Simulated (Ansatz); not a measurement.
# AgInTe2: the cell at several levels of theory

The task here is to estimate one member of a computed series from the others.

Code: Ansatz 0.2.0. PAW datasets, plane waves, zero pressure. No spin polarisation. The prototype was imposed, so other structures may be more stable.

### The structure to begin with

The symmetry is I-42d (No. 122, tetragonal); a = 6.450 Å, c = 12.900 Å in the conventional setting, 33.54 Å³ an atom. Near Ag stand 4 Te at 2.79 Å; near Te stand 2 Ag at 2.79 Å and 2 In at 2.79 Å; near In stand 4 Te at 2.79 Å.

As a file:

```
CELL_PARAMETERS angstrom
-3.22502 3.22502 6.45004
3.22502 -3.22502 6.45004
3.22502 3.22502 -6.45004
ATOMIC_POSITIONS crystal
Ag 0.00000 0.00000 0.00000
Te 0.37500 0.37500 0.50000
Ag 0.75000 0.25000 0.50000
Te 0.12500 0.62500 0.00000
In 0.50000 0.50000 0.00000
Te 0.87500 0.87500 0.50000
In 0.25000 0.75000 0.50000
Te 0.62500 0.12500 0.00000
```

Set-up of the first run:

input.yaml

```yaml
crystal:
  lattice:
    - [-3.2250208687, 3.2250208687, 6.4500417373]
    - [3.2250208687, -3.2250208687, 6.4500417373]
    - [3.2250208687, 3.2250208687, -6.4500417373]
  atoms:
    - { symbol: Ag, position: [0.0, 0.0, 0.0] }
    - { symbol: Te, position: [0.375, 0.375, 0.5] }
    - { symbol: Ag, position: [0.75, 0.25, 0.5] }
    - { symbol: Te, position: [0.125, 0.625, 0.0] }
    - { symbol: In, position: [0.5, 0.5, 0.0] }
    - { symbol: Te, position: [0.875, 0.875, 0.5] }
    - { symbol: In, position: [0.25, 0.75, 0.5] }
    - { symbol: Te, position: [0.625, 0.125, 0.0] }
kpoints:
  mp_grid: { grid: [6, 6, 6] }
hamiltonian:
  xc: pbe
scf:
  occupations: { method: fermi_dirac, width: 0.02 }
relax:
  f_tol: 0.005
  cell: {}
```

Started as:

```console
$ ansatz run input.yaml --threads 4 --pin off --max-ram 7372MiB --backend cpu --events-out ev --progress --plain --runs-dir out
```

Steps of the session up to this table: Relaxation with PBE; Relaxing with r2SCAN; PBEsol: cell and atoms; Relaxing with LDA.

One table of the session follows, with a row left open; its other results are not shown here.

```
 level  a (Å)   c (Å)  volume (Å³/atom)
   PBE  6.565  13.018            35.070
r2SCAN  6.514  12.851            34.087
PBEsol  6.433  12.763            33.013
   LDA      ?       ?                 ?
```

Q: Estimate the row for LDA from the others.

**Answer.** a (Å): 6.355; c (Å): 12.631; volume (Å³/atom): 31.880. In the column «a (Å)» it is the lowest.

LDA gives the smallest cell and PBE the largest; they differ by 10.0 % in volume, a mean of 3.2 % in length.
